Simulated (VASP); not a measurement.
**AgI: single point with PBEsol**

AgI:

```
Ag I
1.0
     4.65087    0.00000    0.00000
    -2.32544    4.02777    0.00000
     0.00000    0.00000    7.59930
Ag I
2 2
Direct
  0.33333 0.66667 0.00000
  0.66667 0.33333 0.50000
  0.33333 0.66667 0.37500
  0.66667 0.33333 0.87500
```

The cell was built by a generator and needn't be a form met in nature.

```
Program             : VASP 6.6.1
Task                : single point
Functional          : PBEsol
Potentials or basis : VASP PAW PBE potentials, release 64 (Ag, I)
Cutoff              : 520 eV
k mesh              : 6 × 6 × 2
Occupations         : gaussian, width 0.01 eV
Spin                : no spin polarisation
```

- Pressure: -1.8 GPa
- Largest force: 0.006 eV/Å
- Band gap on the k mesh: 1.24 eV, direct

Forces in eV/Å, atoms in the order of the input:
```
Ag   0.000  0.000 -0.006
Ag   0.000  0.000 -0.006
I    0.000  0.000  0.006
I    0.000  0.000  0.006
```

Levels at points of the mesh, in eV from the valence-band top:
| k point | band 15 | band 16 | band 17 | band 18 | band 19 | band 20 | band 21 | band 22 |
| --- | --- | --- | --- | --- | --- | --- | --- | --- |
| (0.00, 0.00, 0.00) | -0.67 | -0.06 | 0.00 | 0.00 | 1.24 | 2.55 | 5.73 | 5.73 |
| (0.50, 0.00, 0.00) | -2.08 | -1.68 | -0.97 | -0.67 | 3.23 | 3.54 | 4.77 | 5.74 |
| (0.00, 0.00, 0.50) | -0.35 | -0.35 | -0.35 | -0.35 | 2.54 | 2.54 | 5.54 | 5.54 |
| (0.50, 0.00, 0.50) | -1.17 | -1.17 | -1.16 | -1.16 | 3.19 | 3.19 | 4.82 | 4.82 |

It took 33 s on 1 thread of AMD EPYC 9R45 96-Core Processor (Zen 5), on a shared host, peak memory 0.25 GiB.

Caveat: the PAW data sets were made with another functional, which shifts forces and pressure a little; spin-orbit coupling is left out, which moves the levels of the heavy elements.
